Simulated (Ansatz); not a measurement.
Varying the input for Sc

The reference input for Ansatz (plane-wave DFT with PAW):

```yaml
crystal:
  lattice:
    - [0.0, 2.3268462047, 2.3268462047]
    - [2.3268462047, 0.0, 2.3268462047]
    - [2.3268462047, 2.3268462047, 0.0]
  atoms:
    - { symbol: Sc, position: [0.0, 0.0, 0.0] }
basis:
  ecutwfc: 420
kpoints:
  mp_grid: { grid: [8, 8, 8] }
hamiltonian:
  xc: pbe
scf:
  occupations: { method: gaussian, width: 0.1 }
output:
  forces: true
  stress: true
  eigenvalues: true
```

Command:

```bash
ansatz run input.yaml --threads 1 --pin off --max-ram 1331MiB --backend cpu --events-out ev --progress --plain --runs-dir out
```

The run converges in 6 SCF iterations on 29 irreducible k-points: pressure -1.04 GPa, no gap.

These settings were drawn at random to show what each does; none of the numbers is a converged property of the crystal. Each trial's input is given as a difference from the reference's; energies are extrapolated to zero smearing where there is one, and pressure is positive in compression. Charged cells sit in a uniform background, and their pressures hang on that convention.

Trial 1:

```diff
+total_charge: 0.25
 kpoints:
-  mp_grid: { grid: [8, 8, 8] }
+  mp_grid: { grid: [6, 6, 6] }
 hamiltonian:
-  xc: pbe
+  xc: lda
 scf:
-  occupations: { method: gaussian, width: 0.1 }
+  occupations: { method: methfessel_paxton, width: 0.47 }
+  n_extra_bands: 12
```

The run converges in 6 SCF iterations on 16 irreducible k-points: pressure 3.04 GPa (with the neutralising background of the charged cell), no gap.

Trial 2:

```diff
 basis:
-  ecutwfc: 420
+  ecutwfc: "18 Ry"
 hamiltonian:
+  hubbard:
+    sites: [{ species: Sc, l: d, u_eff: 1.6 }]
+    projectors: ortho-atomic
+  dispersion: d2
 scf:
-  occupations: { method: gaussian, width: 0.1 }
+  occupations: { method: gaussian, width: 0.032 }
+  max_iter: 20
```

The program refuses the input:

```text
Error: YAML parse error: error: line 17 column 15: hamiltonian.dispersion: `d2` is not `none`, `rvv10`, `d3bj`, `d3bjatm`, `d4` or a map `{method: …, s8: …, a1: …, a2_bohr: …}` (numbers without units, a2 in bohr) or `{method: …, functional: …}`
```

Next try, with these keys changed back:

```diff
 hamiltonian:
-  dispersion: d2
```

The run converges in 7 SCF iterations on 29 irreducible k-points: pressure 2.30 GPa (unreliable at so low a cutoff), no gap. It warns that the cutoff lies under the recommended one, 420 eV for these potentials; that the count of filled bands differs between k-points. Under a U the state reached may not be the lowest.

Trial 3:

```diff
 kpoints:
-  mp_grid: { grid: [8, 8, 8] }
+  mp_grid: { grid: [5, 2, 8], shift: [0.5, 0.5, 0] }
 scf:
+  max_iter: 80
+  convergence: { dr2_threshold: "1e-11 eV" }
+  self_checks: high
```

The run converges in 7 SCF iterations on 40 irreducible k-points: energy 111 meV per atom above the reference, pressure 1.27 GPa, no gap. It warns that the mesh lowers the symmetry.

Trial 4:

```diff
 crystal:
   atoms:
-    - { symbol: Sc, position: [0.0, 0.0, 0.0] }
+    - { symbol: Sc, position: [0.0, 0.0, 0.0], spin: 0.5 }
+total_charge: -1
 basis:
-  ecutwfc: 420
+  ecutwfc: "24 Ha"
 kpoints:
-  mp_grid: { grid: [8, 8, 8] }
+  mp_grid: { grid: [7, 5, 1] }
 hamiltonian:
-  xc: pbe
+  xc: pw92
 scf:
-  occupations: { method: gaussian, width: 0.1 }
+  occupations: { method: gaussian, width: 0.13 }
+  lower_state_search: "off"
+  max_iter: 40
 output:
+  populations: true
+  dos: { method: smearing }
+magnetization:
+  spin_polarized: true
```

The run converges in 18 SCF iterations on 18 irreducible k-points: pressure -34.61 GPa (with the neutralising background of the charged cell), no gap, cell moment 0.10 μB. It warns that the mesh lowers the symmetry.

Trial 5:

```diff
 hamiltonian:
+  dispersion: d3bj
 scf:
+  eigensolver: { real_solve: false }
+  max_iter: 80
+  convergence: { dr2_threshold: "1e-11 eV" }
```

The run converges in 7 SCF iterations on 29 irreducible k-points: pressure -3.51 GPa, no gap.

Trial 6 (the one atom moved, which only shifts the crystal as a whole):

```diff
 crystal:
   atoms:
-    - { symbol: Sc, position: [0.0, 0.0, 0.0] }
+    - { symbol: Sc, position: [0.0107441566, -0.0107441566, 0.0107441566] }
 basis:
-  ecutwfc: 420
+  ecutwfc: 300
 hamiltonian:
-  xc: pbe
+  xc: lda
 scf:
+  n_extra_bands: 5
+  max_iter: 80
+  convergence: { dr2_threshold: "1e-11 eV" }
```

The run converges in 8 SCF iterations on 29 irreducible k-points: pressure -5.83 GPa, no gap. It warns that the cutoff lies under the recommended one, 420 eV for these potentials.